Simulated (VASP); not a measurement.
A run of VASP 6.6.1:

INCAR

```
ALGO = Fast ; EDIFF = 1E-6
EDIFFG = -0.02 ; ENCUT = 600
GGA = AM ; IBRION = 2
ISIF = 3 ; ISMEAR = -1
LASPH = T ; LCHARG = F
LREAL = F ; LWAVE = F
NELM = 100 ; NSW = 40
PREC = Accurate ; SIGMA = 0.05
```

File KPOINTS:

```
k-points
0
Gamma
  8 8 8
```

File POSCAR:

```
BeTe
1.0
    0.0000000000      2.7700000000      2.7700000000
    2.7700000000      0.0000000000      2.7700000000
    2.7700000000      2.7700000000      0.0000000000
Te Be
1 1
Direct
    0.7500000000      0.7500000000      0.7500000000
    0.0000000000      0.0000000000      0.0000000000
```

Potentials or basis: VASP PAW PBE potentials, release 64 (Te, Be).

Launch:

```bash
$ cat potpaw_PBE.64/Te/POTCAR potpaw_PBE.64/Be/POTCAR > POTCAR
$ mpirun -np 1 vasp_std > vasp.out
```

Hardware: 1 thread of Intel(R) Xeon(R) Platinum 8259CL CPU @ 2.50GHz (Skylake/Cascade Lake), with other jobs on the host.

**Question.** Estimate the wall time of this run.

**Answer.** It took 54 s on 1 thread of Intel(R) Xeon(R) Platinum 8259CL CPU @ 2.50GHz (Skylake/Cascade Lake) (shared host), peak memory 0.18 GiB. Counts: scf iterations 27, k points 29, ion steps 3.
